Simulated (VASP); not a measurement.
**Tc: equation of state with PBE**

The system is Tc.

```
Tc
1.0
     0.00000    1.95000    1.95000
     1.95000    0.00000    1.95000
     1.95000    1.95000    0.00000
Tc
1
Cartesian
  0.0000 0.0000 0.0000
```

This isn't the form of Tc at room conditions, which is hcp.

| Property | Result |
| --- | --- |
| Program | VASP 6.6.1 |
| Task | equation of state |
| Functional | PBE |
| Potentials or basis | VASP PAW PBE potentials, release 64 (Tc_pv) |
| Cutoff | 520 eV |
| k mesh | 12 × 12 × 12 |
| Occupations | fermi-dirac, width 0.05 eV |
| Spin | no spin polarisation |
| Further INCAR settings | ALGO = Normal; EDIFF = 1e-07; NBANDS = 12 |

The equilibrium volume is 14.48 Å³/atom, the bulk modulus is 298 GPa and the pressure derivative of the bulk modulus is 4.5.

Energy against volume, from the lowest point:
```
volume (Å³/atom)  energy (meV/atom)
          13.940              20.23
          14.237               3.91
          14.533               0.00
          14.830               7.18
          15.126              24.30
          15.423              50.27
          15.720              84.12
```

All runs of the series together: 66 s on 1 thread of Intel(R) Xeon(R) Platinum 8488C (Sapphire Rapids), with other jobs on the host.
